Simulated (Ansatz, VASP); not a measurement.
**Na: VASP beside Ansatz**

INCAR

```
SYSTEM = Na
ALGO = Fast
EDIFF = 1E-6
ENCUT = 520
GGA = CA
ISIF = 2
ISMEAR = 0
LASPH = .True.
LCHARG = .False.
LREAL = .False.
LWAVE = .False.
NBANDS = 14
NELM = 60
PREC = Accurate
SIGMA = 0.15
```

KPOINTS

```
k-points
0
Gamma
  18 18 10
  0 0 0
```

File POSCAR:

```
Na
1.0
    3.8186101642      0.0000000000      0.0000000000
   -1.9093050821      3.3070134093      0.0000000000
    0.0000000000      0.0000000000      5.9887793729
Na
2
Direct
    0.3333333333      0.6666666667      0.2500000000
    0.6666666667      0.3333333333      0.7500000000
```

Input for Ansatz:

```yaml
crystal:
  lattice:
    - [3.8186101642, 0.0, 0.0]
    - [-1.9093050821, 3.3070134093, 0.0]
    - [0.0, 0.0, 5.9887793729]
  atoms:
    - { symbol: Na, position: [0.3333333333, 0.6666666667, 0.25] }
    - { symbol: Na, position: [0.6666666667, 0.3333333333, 0.75] }
basis:
  ecutwfc: 420
kpoints:
  mp_grid: { grid: [18, 18, 10] }
hamiltonian:
  xc: lda
scf:
  occupations: { method: gaussian, width: 0.15 }
output:
  forces: true
  stress: true
  eigenvalues: true
```

Alike in both runs: task single point; functional LDA; k mesh 18 × 18 × 10; occupations gaussian, width 0.15 eV; no spin polarisation.

|  | VASP | Ansatz |
| --- | --- | --- |
| version | VASP 6.6.1 | Ansatz 0.2.0 |
| potentials or method | VASP PAW LDA potentials, release 64 (Na_pv) | scalar-relativistic, plane waves, PAW |
| plane-wave cutoff (eV) | 520 | 420 |
| valence electrons in the cell | 14 | 18 |

|  | VASP | Ansatz | Ansatz less VASP |
| --- | --- | --- | --- |
| gap on the k mesh at the Fermi level (eV) | none | none | - |
| pressure (GPa) | -0.9 | -0.9 | +0.03 |
| largest component of the traceless stress (GPa) | 0.26 | 0.26 | -0.001 |

A gap of «none» marks a metal or a gap that the smearing closes. The two sets of potentials don't hold the same shells in valence.
